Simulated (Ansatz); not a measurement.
# ZrO2: the cell at several levels of theory, part 2 of 2

Ansatz 0.2.0, plane waves. Earlier steps stand in the parts before.

### Step 3. Relaxing with r2SCAN

Start: the result of step 2.

input.yaml

```yaml
crystal:
  lattice:
    - [0.0, 2.5578957514, 2.5578957514]
    - [2.5578957514, 0.0, 2.5578957514]
    - [2.5578957514, 2.5578957514, 0.0]
  atoms:
    - { symbol: Zr, position: [0.0, 0.0, 0.0] }
    - { symbol: O, position: [0.25, 0.25, 0.25] }
    - { symbol: O, position: [0.75, 0.75, 0.75] }
kpoints:
  mp_grid: { grid: [8, 8, 8] }
hamiltonian:
  xc: r2scan
scf:
  occupations: { method: fermi_dirac, width: 0.02 }
relax:
  f_tol: 0.005
  cell: {}
output:
  write_density: true
  write_potential: true
  elf: true
  volumetric_format: npy
```

Launch:

```console
$ ansatz run input.yaml --threads 2 --pin off --max-ram 2211MiB --backend cpu --events-out ev --progress --plain --runs-dir out
```

Standard output:

```text
Warning: RAYON_NUM_THREADS=2 ignored (pool sized by the plan → 2); use --threads N
Engine: ansatz 0.2.0, aarch64-unknown-linux-gnu
Pseudopotentials: kind: paw
Pseudopotential: Zr, paw, valence charge 12, recommended cutoff 500 eV (meta_gga), Zr.paw.azcp
Pseudopotential: O, paw, valence charge 6, recommended cutoff 500 eV (meta_gga), O.paw.azcp
Functional definition: r2SCAN
  parameter k0 = 0.174
  parameter k1 = 0.065
  parameter a1 = 4.9479
  exchange = r2scan_x(k0 = k0, k1 = k1, a1 = a1)
  correlation = r2scan_c
Crystal: 3 atoms, lattice volume = 33.472 Å³
Basis set: ecut = 500 eV, 869 PW (Γ), exchange–correlation on 108×108×108 points (64 copies of the dense FFT grid, shifted against one another)
Bands: 16, of which v1, the nominal top of the filled ones, is band 12 counted from 1 (11 counted from 0)
Symmetry: 48 space group operations
Space group: Fm-3m (ITA 225), of the structure as read, at distance tolerance 3.2e-5 Å
k-points: 29 of 512
Non-local potential: Zr, projectors of the file, l = 0: 3, l = 1: 2, l = 2: 2, l = 3: 2
Non-local potential: O, projectors of the file, l = 0: 2, l = 1: 2, l = 2: 1
PAW form: soft (Blöchl's): semilocal exchange-correlation on the pseudo side does not see the compensation charge
PAW frozen core: Zr, regenerated for the run's functional (the file was generated under x = pbe(κ = 0.804, μ = 0.2195149727645171), c = pbe(β = 0.06672455060314922))
PAW frozen core: O, regenerated for the run's functional (the file was generated under x = pbe(κ = 0.804, μ = 0.2195149727645171), c = pbe(β = 0.06672455060314922))
PAW one-centre angular grid: Zr, 590 points (default); XC on 160 Gauss nodes
PAW one-centre angular grid: O, 302 points (default); XC on 160 Gauss nodes
Initial density: superposition of atomic densities (neutral atoms: chi_scale 0, normalization atom), corrected by the library's trained network
Initial wavefunctions: pseudopotential atomic-orbital guess
Functional: x = r2scan, c = r2scan; τ floored in thin density (d = 2e-4 eV/Å³)
SCF iter   1: F=—  HF=-5337.990703 eV  |F-HF|=—  |Δ(HF+E_count)|=         —  Δρ=1.64e-2  dr2=1.12e-1  dr2_τ=1.88e-1  ethr=1.77e-3  ⟨swp⟩=6.1  Hψ=2280  notcnv=0
preconditioner: auto → none  [insulator: Δε(μ)=4.194 eV  Ē_g=18.274 eV  σ=0.020 eV  W_gap=1.00  n_scr=14 (ndim 8)  ℏωp=30.1 eV  f_vac=0.027  D(μ)=0.00/eV (n_scr^D=0)  ε∞_Penn≈3.7]
SCF iter   2: F=—  HF=-5338.059889 eV  |F-HF|=—  |Δ(HF+E_count)|=   6.92e-2  Δρ=1.26e-2  dr2=3.08e-2  dr2_τ=1.10e-2  ethr=4.68e-4  ⟨swp⟩=2.6  Hψ=1059  notcnv=0
SCF iter   3: F=—  HF=-5338.052683 eV  |F-HF|=—  |Δ(HF+E_count)|=   7.21e-3  Δρ=3.33e-3  dr2=1.67e-3  dr2_τ=2.26e-4  ethr=1.28e-4  ⟨swp⟩=2.0  Hψ=777  notcnv=0
SCF iter   4: F=—  HF=-5338.053033 eV  |F-HF|=—  |Δ(HF+E_count)|=   3.50e-4  Δρ=7.95e-4  dr2=8.31e-5  dr2_τ=1.96e-5  ethr=6.94e-6  ⟨swp⟩=2.4  Hψ=814  notcnv=0
SCF iter   5: F=—  HF=-5338.053047 eV  |F-HF|=—  |Δ(HF+E_count)|=   1.31e-5  Δρ=9.52e-5  dr2=8.57e-7  dr2_τ=2.43e-7  ethr=3.46e-7  ⟨swp⟩=2.1  Hψ=655  notcnv=0
SCF iter   6: F=-5338.053048 eV  HF=-5338.053048 eV  |F-HF|=8.99e-9  |Δ(HF+E_count)|=   1.38e-6  Δρ=1.17e-5  dr2=1.23e-8  dr2_τ=6.98e-9  ethr=4.17e-10  ⟨swp⟩=8.7  Hψ=2949  notcnv=0
SCF 1 converged in 6 iterations: F = -5338.053048 eV  dr2 = 1.23e-8
relax step   1: F+E_penalty+E_count = -5338.05304799 eV  Δ(F+E_penalty+E_count) = +0.000e0 eV  max|allowed force component| = 2.313e-18 eV/Å  Δτ_max = 0.0000 Å  P = -3.871 GPa  Ω = 33.472 Å³  (6 SCF iters, dr2 threshold 1.00e-7 eV, accepted)
Crystal: 3 atoms, lattice volume = 32.832 Å³
Initial density: handed on by an earlier stage of this run
Initial wavefunctions: those handed on with the density
iter 1 solved again at ethr=7.81e-6 eV; its pass at ethr=3.10e-3 eV (dr2=1.87e-3 eV) is discarded
SCF iter   1: F=—  HF=-5338.051910 eV  |F-HF|=—  |Δ(HF+E_count)|=         —  Δρ=2.64e-3  dr2=2.00e-3  dr2_τ=8.87e-3  ethr=7.81e-6  ⟨swp⟩=1.0  Hψ=3041  notcnv=0
preconditioner: auto → none  [insulator: Δε(μ)=3.920 eV  Ē_g=18.239 eV  σ=0.020 eV  W_gap=1.00  n_scr=14 (ndim 8)  ℏωp=30.4 eV  f_vac=0.021  D(μ)=0.00/eV (n_scr^D=0)  ε∞_Penn≈3.8]
SCF iter   2: F=—  HF=-5338.059591 eV  |F-HF|=—  |Δ(HF+E_count)|=   7.68e-3  Δρ=9.24e-4  dr2=2.20e-4  dr2_τ=7.35e-5  ethr=7.81e-6  ⟨swp⟩=2.0  Hψ=928  notcnv=0
SCF iter   3: F=—  HF=-5338.059577 eV  |F-HF|=—  |Δ(HF+E_count)|=   1.36e-5  Δρ=4.57e-4  dr2=6.52e-5  dr2_τ=1.10e-5  ethr=9.18e-7  ⟨swp⟩=2.5  Hψ=747  notcnv=0
SCF iter   4: F=—  HF=-5338.059574 eV  |F-HF|=—  |Δ(HF+E_count)|=   3.71e-6  Δρ=1.87e-4  dr2=4.52e-6  dr2_τ=9.33e-7  ethr=2.72e-7  ⟨swp⟩=2.0  Hψ=686  notcnv=0
SCF iter   5: F=—  HF=-5338.059574 eV  |F-HF|=—  |Δ(HF+E_count)|=   6.53e-8  Δρ=3.68e-5  dr2=3.92e-7  dr2_τ=4.96e-8  ethr=1.88e-8  ⟨swp⟩=2.0  Hψ=641  notcnv=0
SCF iter   6: F=-5338.059574 eV  HF=-5338.059574 eV  |F-HF|=3.24e-8  |Δ(HF+E_count)|=   3.86e-8  Δρ=1.54e-5  dr2=6.94e-8  dr2_τ=3.84e-9  ethr=1.25e-9  ⟨swp⟩=7.8  Hψ=2601  notcnv=0
SCF 2 converged in 6 iterations: F = -5338.059574 eV  dr2 = 6.94e-8
relax step   2: F+E_penalty+E_count = -5338.05957380 eV  Δ(F+E_penalty+E_count) = -6.526e-3 eV  max|allowed force component| = 6.553e-18 eV/Å  Δτ_max = 0.0000 Å  P = +0.956 GPa  Ω = 32.832 Å³  energy of the carried Pulay correction = +5.463e-4 eV  (6 SCF iters, dr2 threshold 3.00e-7 eV, accepted)
Crystal: 3 atoms, lattice volume = 32.957 Å³
iter 1 solved again at ethr=4.26e-7 eV; its pass at ethr=3.10e-3 eV (dr2=1.02e-4 eV) is discarded
SCF iter   1: F=—  HF=-5338.059532 eV  |F-HF|=—  |Δ(HF+E_count)|=         —  Δρ=5.13e-4  dr2=7.66e-5  dr2_τ=3.47e-4  ethr=4.26e-7  ⟨swp⟩=2.0  Hψ=2961  notcnv=0
preconditioner: auto → none  [insulator: Δε(μ)=3.882 eV  Ē_g=18.188 eV  σ=0.020 eV  W_gap=1.00  n_scr=14 (ndim 8)  ℏωp=30.3 eV  f_vac=0.027  D(μ)=0.00/eV (n_scr^D=0)  ε∞_Penn≈3.8]
SCF iter   2: F=—  HF=-5338.059829 eV  |F-HF|=—  |Δ(HF+E_count)|=   2.97e-4  Δρ=1.73e-4  dr2=8.22e-6  dr2_τ=2.65e-6  ethr=3.19e-7  ⟨swp⟩=2.8  Hψ=816  notcnv=0
SCF iter   3: F=—  HF=-5338.059828 eV  |F-HF|=—  |Δ(HF+E_count)|=   5.17e-7  Δρ=8.85e-5  dr2=2.51e-6  dr2_τ=4.30e-7  ethr=3.43e-8  ⟨swp⟩=2.7  Hψ=785  notcnv=0
SCF iter   4: F=-5338.059828 eV  HF=-5338.059828 eV  |F-HF|=7.27e-8  |Δ(HF+E_count)|=   2.04e-7  Δρ=3.64e-5  dr2=1.76e-7  dr2_τ=3.42e-8  ethr=1.25e-9  ⟨swp⟩=6.9  Hψ=3009  notcnv=0
SCF 3 converged in 4 iterations: F = -5338.059828 eV  dr2 = 1.76e-7
relax step   3: F+E_penalty+E_count = -5338.05982785 eV  Δ(F+E_penalty+E_count) = -2.540e-4 eV  max|allowed force component| = 7.324e-18 eV/Å  Δτ_max = 0.0000 Å  P = -0.026 GPa  Ω = 32.957 Å³  energy of the carried Pulay correction = +4.389e-4 eV  (4 SCF iters, dr2 threshold 3.00e-7 eV, accepted)
Initial wavefunctions: pseudopotential atomic-orbital guess (no wavefunctions were taken with the density)
iter 1 solved again at ethr=3.68e-8 eV; its pass at ethr=3.10e-3 eV (dr2=8.83e-6 eV) is discarded
SCF iter   1: F=—  HF=-5338.059396 eV  |F-HF|=—  |Δ(HF+E_count)|=         —  Δρ=7.42e-5  dr2=3.42e-7  dr2_τ=7.66e-7  ethr=3.68e-8  ⟨swp⟩=3.4  Hψ=3709  notcnv=0
preconditioner: auto → none  [insulator: Δε(μ)=3.887 eV  Ē_g=18.192 eV  σ=0.020 eV  W_gap=1.00  n_scr=14 (ndim 8)  ℏωp=30.3 eV  f_vac=0.027  D(μ)=0.00/eV (n_scr^D=0)  ε∞_Penn≈3.8]
SCF iter   2: F=—  HF=-5338.059396 eV  |F-HF|=—  |Δ(HF+E_count)|=   2.64e-7  Δρ=3.42e-5  dr2=1.26e-7  dr2_τ=3.88e-8  ethr=1.43e-9  ⟨swp⟩=2.0  Hψ=683  notcnv=0
SCF iter   3: F=—  HF=-5338.059396 eV  |F-HF|=—  |Δ(HF+E_count)|=   1.80e-8  Δρ=2.01e-5  dr2=3.02e-8  dr2_τ=1.59e-8  ethr=5.27e-10  ⟨swp⟩=2.0  Hψ=680  notcnv=0
SCF iter   4: F=—  HF=-5338.059396 eV  |F-HF|=—  |Δ(HF+E_count)|=   9.06e-9  Δρ=1.90e-6  dr2=2.78e-10  dr2_τ=1.52e-10  ethr=1.26e-10  ⟨swp⟩=2.0  Hψ=630  notcnv=0
SCF iter   5: F=-5338.059396 eV  HF=-5338.059396 eV  |F-HF|=1.73e-11  |Δ(HF+E_count)|=  2.93e-10  Δρ=3.62e-7  dr2=2.62e-11  dr2_τ=5.69e-12  ethr=1.00e-12  ⟨swp⟩=6.1  Hψ=2128  notcnv=0
SCF 4 converged in 5 iterations: F = -5338.059396 eV  dr2 = 2.62e-11
relax step   4: F+E_penalty+E_count = -5338.05939577 eV  Δ(F+E_penalty+E_count) = +4.321e-4 eV  max|allowed force component| = 8.674e-18 eV/Å  Δτ_max = 0.0000 Å  P = -0.015 GPa  Ω = 32.957 Å³  stress off target by 1.48e-2 GPa  SCF on the basis re-selected at this cell (its energy is not comparable with the rows above)  (5 SCF iters)
basis re-selected at this cell: Δ(F+E_penalty+E_count) = +4.321e-4 eV, ΔP = +0.011 GPa vs the last step (what re-selecting the basis moved, of the pressure what is left beyond the Pulay correction that the steps carried, after the strain that the cell walked since its last selection, with what the two solves' SCF thresholds leave and, on support functions, any second-order correction that the steps lacked; it is no measure of the basis error at this ecutwfc). This SCF's stress stands 1.48e-2 GPa from its target on what of the cell is left free (relax.cell.stress_tol is 5.00e-2 GPa) and its largest allowed force component is 8.67e-18 eV/Å (relax.f_tol is 5.00e-3 eV/Å): within both
SCF converged after 5 iterations
Free energy (F): -5338.059396 eV
Harris-Foulkes:  -5338.059396 eV  (|F-HF|=1.73e-11)
Internal energy: -5338.059396 eV  (E = F + TS)
E sigma→0 (E₀):  -5338.059396 eV
Fermi energy:    13.790945 eV
--- Per-component energies (eV) ---
  E_band       = -80.386564
  E_kinetic    = 689.416930
  E_local      = -1139.456141  (includes V_loc(G=0)·N_el)
  E_nonlocal   = 169.276422
  E_hartree    = 376.866307
  E_xc         = -305.738751
  E_vxc        = -426.447827  (∫ρ·V_xc dr)
  E_paw        = -3289.491702  (= ΣΔE_a)
  E_vpaw       = -152.707425  (= ΣTr[D̂ρ^β])
  E_aug_tail   = 0.001929  (compensation charges beyond the density's cutoff)
  E_vtau       = 25.796890  (kinetic-family band-sum trace: ∫τ·v_τ [+ j·A + Jᵃ·Aᵃ] dr)
  E_ewald      = -1838.705766
  E_core_change = -0.228623  (= ΣΔE_core)
  E_smearing   = -0.000000  (= −TS)
  E_closure    = 0.000000  (closes the sum)
  Σ components = -5338.059396   (vs F -5338.059396, Δ=0.00e0)
--- Forces (eV/Å), atoms counted from 1 ---
  atom   1  Zr    -0.00000000     0.00000000    -0.00000000
  atom   2  O     -0.00000000     0.00000000    -0.00000000
  atom   3  O      0.00000000    -0.00000000     0.00000000
  max |Σ_I F_I| component: 4.63e-18 eV/Å
--- Stress (GPa, compression-positive) ---
       -0.014805      -0.000000      -0.000000
       -0.000000      -0.014805      -0.000000
       -0.000000      -0.000000      -0.014805
  P = ⅓ Tr σ = -0.0148 GPa (-0.148 kbar)
--- Band table (eV; the first three rows and the last of 29) ---
  k-point 0: bands = ["-37.7382", "-14.8273", "-14.8273", "-14.8273", "-7.3537", "-4.8243", "6.5262", "6.5262", "6.5262", "11.2944", "11.2944", "11.2944", "15.7299", "15.7299", "19.0320", "21.8126"]
  k-point 1: bands = ["-37.7310", "-14.9470", "-14.8378", "-14.8378", "-7.1298", "-4.9766", "6.6798", "6.6798", "6.9478", "10.9307", "11.0289", "11.0289", "15.9998", "15.9998", "19.4860", "21.2910"]
  k-point 2: bands = ["-37.7137", "-15.2149", "-14.8630", "-14.8630", "-6.6560", "-5.2450", "7.0586", "7.0586", "7.9438", "10.1984", "10.5445", "10.5445", "16.3950", "16.3950", "19.1891", "21.1411"]
  k-point 28: bands = ["-37.6729", "-15.3272", "-15.3272", "-15.0072", "-5.5955", "-5.5955", "7.0504", "7.1340", "9.4224", "9.4224", "10.4658", "11.6309", "16.7575", "16.9461", "18.6779", "18.6779"]
--- Relaxed structure (3 steps of the walk, 3 accepted, 1 SCFs on fresh bases) ---
  F+E_penalty+E_count = -5338.05939577 eV   max|allowed force component| = 8.674e-18 eV/Å   (the final SCF, on the basis selected at the relaxed cell)
  cell:  # Å, volume = 32.9569 Å³
    - [-4.585834829606031e-34, 2.5447135781532384, 2.5447135781532384]
    - [2.5447135781532384, -1.464919459457482e-34, 2.5447135781532384]
    - [2.5447135781532384, 2.5447135781532384, 1.273843008223897e-35]
  atoms:
    - { symbol: Zr, position: [1.7488833542339874e-34, -1.7174702017007397e-34, -6.298970247889213e-35] }
    - { symbol: O, position: [0.24999999999999997, 0.24999999999999997, 0.24999999999999997] }
    - { symbol: O, position: [0.7499999999999999, 0.7499999999999999, 0.7499999999999999] }
```

Wall time 6.4 s (2 threads of Arm Neoverse V1, shared host); peak memory 0.4 GiB.

Ionic steps:

| step | energy change (meV/atom) | largest force (eV/Å) | pressure (GPa) | volume (Å³/atom) |
| --- | --- | --- | --- | --- |
| 1 | 0.0 | 0.0000 | -3.87 | 11.157 |
| 2 | -2.2 | 0.0000 | 0.96 | 10.944 |
| 3 | -2.3 | 0.0000 | -0.03 | 10.986 |
| 4 | -2.1 | 0.0000 | -0.01 | 10.986 |

Step 4 solves the same cell on a plane-wave basis chosen anew, so the energy can jump there without a move.

The table lists every geometry solved, with passes on a fresh basis, whose energies don't compare exactly with the rows above.

```
                       before   after   change
                a (Å)   5.116   5.089  -0.52 %
     volume (Å³/atom)  11.157  10.986  -1.54 %
shortest distance (Å)   2.215   2.204  -0.52 %
          space group   Fm-3m   Fm-3m     same
```

The maps below are laid out on this run's own conventional cell (a, b, c = 5.089, 5.089, 5.089 Å).

Density in a lattice plane of the grid's cell (edges 5.09 and 5.09 Å, at 0.250 of the third edge), which holds O.

Ten even steps from '0' (0.13 e/Å³) to '9' (7.09 e/Å³):
```
000000000000000000000000
000001110000000001110000
000013331000000013331000
000146864100000146864100
000258985200000258985200
000146864100000146864100
000013331000000013331000
000001110000000001110000
000000000000000000000000
000000000000000000000000
000000000000000000000000
000001110000000001110000
000013331000000013331000
000146864100000146864100
000258985200000258985200
000146864100000146864100
000013331000000013331000
000001110000000001110000
000000000000000000000000
000000000000000000000000
```
Columns run along the first of these edges and rows up along the second, over one cell in 24 and 20 even steps from the bottom left corner. Atoms in the plane (fractional): O at (0.25, 0.25), O at (0.75, 0.75), O at (0.25, 0.75), O at (0.75, 0.25).

ELF in the same plane.

Values, 12 rows by 12 columns:
```
0.04 0.17 0.53 0.65 0.53 0.17 0.04 0.17 0.53 0.65 0.53 0.17
0.06 0.53 0.81 0.75 0.81 0.53 0.06 0.53 0.81 0.75 0.81 0.53
0.07 0.65 0.75 0.37 0.75 0.65 0.07 0.65 0.75 0.37 0.75 0.65
0.06 0.53 0.81 0.75 0.81 0.53 0.06 0.53 0.81 0.75 0.81 0.53
0.04 0.17 0.53 0.65 0.53 0.17 0.04 0.17 0.53 0.65 0.53 0.17
0.04 0.04 0.06 0.07 0.06 0.04 0.04 0.04 0.06 0.07 0.06 0.04
0.04 0.17 0.53 0.65 0.53 0.17 0.04 0.17 0.53 0.65 0.53 0.17
0.06 0.53 0.81 0.75 0.81 0.53 0.06 0.53 0.81 0.75 0.81 0.53
0.07 0.65 0.75 0.37 0.75 0.65 0.07 0.65 0.75 0.37 0.75 0.65
0.06 0.53 0.81 0.75 0.81 0.53 0.06 0.53 0.81 0.75 0.81 0.53
0.04 0.17 0.53 0.65 0.53 0.17 0.04 0.17 0.53 0.65 0.53 0.17
0.04 0.04 0.06 0.07 0.06 0.04 0.04 0.04 0.06 0.07 0.06 0.04
```
Columns run along the first of these edges and rows up along the second, over one cell in 12 and 12 even steps from the bottom left corner. Atoms in the plane (fractional): O at (0.25, 0.25), O at (0.75, 0.75), O at (0.25, 0.75), O at (0.75, 0.25).

Both are smooth fields of the valence electrons: close to the nuclei they are not physical.

Maxima of ELF outside the ion cores: 0.83 in the shell around O, 0.6 Å from O.

### Step 4. All levels compared

What follows sums up all 2 parts.

```
 level  a (Å)  volume (Å³/atom)  space group  SCF geometries
   PBE  5.116            11.157        Fm-3m               8
r2SCAN  5.089            10.986        Fm-3m               4
```

**Reading.** The first relaxation changed the volume by -26.9 % from the start. The volume runs from r2SCAN (least) to PBE (most), a spread of 1.6 %, or 0.5 % in length if all axes shared it alike.
